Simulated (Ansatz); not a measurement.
Crystal: Al.

```
Al
1.0
     2.81246    0.00000    0.00000
    -1.40623    2.43566    0.00000
     0.00000    0.00000    4.86685
Al
2
Direct
  0.33333 0.66667 0.25000
  0.66667 0.33333 0.75000
```

This isn't the form of Al at room conditions, which is fcc.

* Program: Ansatz 0.2.0
* Task: single point
* Functional: PBE
* Potentials or basis: all-electron LAPW, scalar-relativistic
* Cutoff: 138 eV (chosen from the basis error)
* Basis error allowed: 0.001 eV/atom
* k mesh: 11 × 11 × 6
* Occupations: fermi-dirac, width 0.05 eV
* Spin: no spin polarisation

On this cell: pressure 0.2 GPa; largest force under 0.003 eV/Å; band gap on the k mesh none (metal or under the smearing width).

The same run follows on a disturbed copy (atoms moved at random, drawn with an rms of 0.05 Å):

```
CELL_PARAMETERS angstrom
2.81246 0.00000 0.00000
-1.40623 2.43566 0.00000
0.00000 0.00000 4.86685
ATOMIC_POSITIONS crystal
Al 0.31442 0.64697 0.24540
Al 0.66979 0.33912 0.75318
```

Question: What does the disturbed cell give?

Answer: The energy (extrapolated to zero smearing) moves by +2.1 meV/atom; pressure 0.3 GPa; largest force 0.136 eV/Å; band gap on the k mesh none (metal or under the smearing width).

Forces on the atoms (eV/Å):
```
Al   0.024  0.046  0.126
Al  -0.024 -0.046 -0.126
```

Stress tensor (GPa, compression positive):
```
 1.81  0.02  0.03
 0.02  1.72  0.06
 0.03  0.06 -2.77
```
